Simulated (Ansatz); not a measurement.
# SnS: the cost of one run

Computed with Ansatz 0.2.0 (DFT LDA, scalar-relativistic, plane waves, PAW, unless a step's input says otherwise).

3 further runs of the same task are left out: 3 set aside as unsound or not needed.

### 1 The structure to begin with

Symmetry: Pnma, No. 62, orthorhombic system. Conventional cell: a = 10.976 Å, b = 3.954 Å, c = 4.184 Å, α = 90.00°, β = 90.00°, γ = 90.00°. Sn (site symmetry m) has 3 S at 2.61 to 2.65 Å as nearest neighbours. S (site symmetry m) has 3 Sn at 2.61 to 2.65 Å as nearest neighbours.

As a file:

```
Sn S
1.0
    10.97638    0.00000    0.00000
     0.00000    3.95383    0.00000
     0.00000    0.00000    4.18351
Sn S
4 4
Direct
  0.11785 0.25000 0.10905
  0.38215 0.75000 0.60905
  0.61785 0.25000 0.39095
  0.88215 0.75000 0.89095
  0.85396 0.25000 0.47388
  0.64604 0.75000 0.97388
  0.35396 0.25000 0.02612
  0.14604 0.75000 0.52612
```

It is the result of an earlier relaxation at this level (volume 22.69 Å³/atom; gap on the mesh: 0.65 eV).

### 2 Band edges and mean potential of the bulk

File input.yaml:

```yaml
crystal:
  lattice:
    - [10.9763776513, 0.0, 0.0]
    - [0.0, 3.9538335277, 0.0]
    - [0.0, 0.0, 4.1835097572]
  atoms:
    - { symbol: Sn, position: [0.1178479411, 0.25, 0.1090519942] }
    - { symbol: Sn, position: [0.3821520589, 0.75, 0.6090519942] }
    - { symbol: Sn, position: [0.6178479411, 0.25, 0.3909480058] }
    - { symbol: Sn, position: [0.8821520589, 0.75, 0.8909480058] }
    - { symbol: S, position: [0.8539578955, 0.25, 0.4738779046] }
    - { symbol: S, position: [0.6460421045, 0.75, 0.9738779046] }
    - { symbol: S, position: [0.3539578955, 0.25, 0.0261220954] }
    - { symbol: S, position: [0.1460421045, 0.75, 0.5261220954] }
basis:
  ecutwfc: 420
kpoints:
  mp_grid: { grid: [4, 8, 6] }
  band_path: { path: [VBM, CBM], npoints: 2 }
hamiltonian:
  xc: lda
scf:
  occupations: { method: gaussian, width: 0.02 }
output:
  forces: true
  stress: true
  eigenvalues: true
```

Run with:

```
$ ansatz run input.yaml --threads 2 --pin off --max-ram 5120MiB --backend cpu --events-out ev --progress --plain --runs-dir out
```

**Question.** How long does this run take on 2 threads of Intel Xeon at 2.70GHz, shared host, and how much memory does it need?

About 82 s, with a peak of 0.68 GiB.
